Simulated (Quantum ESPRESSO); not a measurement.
**MnF2 under changes of volume**

One of the cells (13.107 Å³/atom); the others are scaled copies at fixed shape and fractional positions:

```
CELL_PARAMETERS angstrom
4.87380 0.00000 0.00000
0.00000 4.87380 0.00000
0.00000 0.00000 3.31070
ATOMIC_POSITIONS crystal
Mn 0.50000 0.50000 0.50000
Mn 0.00000 0.00000 0.00000
F 0.80530 0.19470 0.50000
F 0.69470 0.69470 0.00000
F 0.19470 0.80530 0.50000
F 0.30530 0.30530 0.00000
```

* Program: Quantum ESPRESSO 7.5
* Functional: LDA
* Potentials or basis: GBRV 1.5 LDA
* Cutoff: 612 eV
* Density cutoff: 4898 eV
* k mesh: 5 × 5 × 7
* Occupations: fermi-dirac, width 0.05 eV
* Spin: collinear spin, ferromagnetic start
* Starting moments: [4.0, 4.0, 0.0, 0.0, 0.0, 0.0] μB

| volume (Å³/atom) | energy over the lowest point (meV/atom) | pressure (GPa) | gap on the mesh (eV) |
| --- | --- | --- | --- |
| 12.321 | 0.00 | 0.5 | 0.66 |
| 12.583 | 0.85 | -1.8 | 0.69 |
| 12.845 | ? | ? | ? |
| 13.107 | 12.97 | -5.8 | 0.76 |
| 13.369 | 23.50 | -7.4 | 0.80 |
| 13.631 | 36.58 | -8.9 | 0.83 |
| 13.893 | 51.90 | -10.2 | 0.86 |

Task: What does the run at 12.845 Å³/atom give?

Result: Energy over the lowest point 5.30 meV/atom; pressure -3.9 GPa; gap on the mesh 0.73 eV.

Worked out: A Birch-Murnaghan fit of order 3 (a polynomial in V^(-2/3)) to the other rows has its minimum at 12.39 Å³/atom with B0 = V·E''(V) = 114 GPa and B' = 4.6 at fixed shape and positions, which overstates the stiffness. It gives 5.30 meV/atom at 12.845 Å³/atom, against the run's 5.30, and -dE/dV = -3.7 GPa, against -3.9. A straight line through the other rows of the gap, of slope 1.7 eV per unit of ln V (its deformation potential), gives 0.73 eV, against the run's 0.73.

Energies are extrapolated to zero smearing.

Caveats: an odd mesh through Γ misses points on the zone boundary, where band edges often lie; only a ferromagnetic start was run, and an antiferromagnetic order may lie lower in energy.
